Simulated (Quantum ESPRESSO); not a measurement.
HgSe:

```
CELL_PARAMETERS angstrom
0.00000 3.03900 3.03900
3.03900 0.00000 3.03900
3.03900 3.03900 0.00000
ATOMIC_POSITIONS crystal
Hg 0.00000 0.00000 0.00000
Se 0.75000 0.75000 0.75000
```

Base run:

* Program: Quantum ESPRESSO 7.5
* Functional: PBE
* Potentials or basis: PseudoDojo 0.4.1 SR PBE standard
* Cutoff: 1170 eV
* Density cutoff: 4680 eV
* k mesh: 8 × 8 × 8
* Occupations: fermi-dirac, width 0.05 eV
* Spin: no spin polarisation

Its results: band gap on the k mesh none (metal or under the smearing width); pressure 4.6 GPa.

Task: The run is repeated on the same cell with these changes: potentials or basis from PseudoDojo 0.4.1 SR PBE standard to PseudoDojo 0.4 FR PBE standard; spin from no spin polarisation to spin-orbit coupling, no magnetisation. What comes out?

Result: Band gap on the k mesh none (metal or under the smearing width); pressure 4.1 GPa.

Caveats: spin-orbit coupling is left out, which moves the levels of the heavy elements (some runs); some levels on the path didn't converge (some runs).
